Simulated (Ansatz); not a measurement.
The calculation used Ansatz, DFT PBE, scalar-relativistic, plane waves, PAW. All cells share a 420 eV cutoff and Γ-centred k meshes spaced at most about 0.3 Å⁻¹ (about 0.25 or finer for metals, 2π included). No spin polarisation.

Each guess is relaxed in cell and atoms at zero pressure, on a coarse mesh first where it starts far from rest and then on a converged one. The steps can't lower the symmetry of the start, but it can rise. Energies are static (0 K, no zero-point motion).

Two unrelaxed guesses for NbAs:

A.

```
CELL_PARAMETERS angstrom
4.18700 0.00000 0.00000
-2.09350 3.62605 0.00000
0.00000 0.00000 6.88893
ATOMIC_POSITIONS crystal
Nb 0.33333 0.66667 0.37313
Nb 0.66667 0.33333 0.87313
As 0.33333 0.66667 0.00000
As 0.66667 0.33333 0.50000
```

B.

```
CELL_PARAMETERS angstrom
3.45883 0.00000 0.00000
0.00000 3.45883 0.00000
0.00000 0.00000 3.66928
ATOMIC_POSITIONS crystal
Nb 0.00000 0.00000 0.23803
As 0.50000 0.50000 0.26197
```

Problem. Do they relax into the same structure? If not, which is lower?

Solution. No. B ends lower, by 0.52 eV/atom. A: P6_3mc at 26.1 Å³/atom → P6_3mc at 21.0 Å³/atom; B: P4mm at 21.9 Å³/atom → Pm-3m (caesium chloride type) at 16.7 Å³/atom. Counting As atoms around Nb (those within 1.25 times the shortest such distance or 1.15 times the sum of covalent radii), the end of A has Nb 4 and the end of B has Nb 8. End of A. Conventional cell: a = 3.409 Å, c = 8.336 Å. Around Nb lie 4 As at 2.53–2.56 Å; around As lie 4 Nb at 2.53–2.56 Å. End of B. Conventional cell: a = 3.217 Å. Nb has 8 As at 2.79 Å and 6 Nb at 3.22 Å; As is surrounded by 8 Nb at 2.79 Å and 6 As at 3.22 Å.

Ends held by symmetry can be saddle points. Neither end is the lowest form computed: that has space group I4_1md (No. 109), is reached from a cell as deposited in COD and lies 259 meV/atom below the better end. Some structure types and database cells were kept out of the candidates from the start, so a known form may be missing.
